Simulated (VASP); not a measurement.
Pt, 1 atom in the cell. The structure is cubic, space group Fm-3m (No. 225). The conventional cell has a = 3.985 Å, b = 3.985 Å, c = 3.985 Å, α = 90.00°, β = 90.00°, γ = 90.00°. Around Pt (site symmetry m-3m) lie 12 Pt at 2.82 Å. 

```yaml
Program: VASP 6.6.1
Task: relaxation of cell and atoms
Functional: PBE
Potentials_or_basis: VASP PAW PBE potentials, release 64 (Pt)
Cutoff: 520 eV
k_mesh: 18 × 18 × 18
Occupations: gaussian, width 1 eV
Spin: no spin polarisation
Further_INCAR_settings: ALGO = Fast; EDIFF = 1e-07; IBRION = 2; EDIFFG = -0.002; NSW = 80; ISIF = 3
```

Potentials or basis: VASP PAW PBE potentials, release 64 (Pt).

The run is started by

```console
$ cat potpaw_PBE.64/Pt/POTCAR > POTCAR
$ mpirun -np 1 vasp_std > vasp.out
```

Hardware: 1 thread of Intel(R) Xeon(R) Platinum 8375C CPU @ 2.90GHz (Ice Lake) (shared host).

Q: How long does it take, and how much memory?

A: Run time: 32 s on 1 thread of Intel(R) Xeon(R) Platinum 8375C CPU @ 2.90GHz (Ice Lake), on a shared host, peak memory 0.16 GiB. Counts: scf iterations 15, k points 195, ion steps 1.
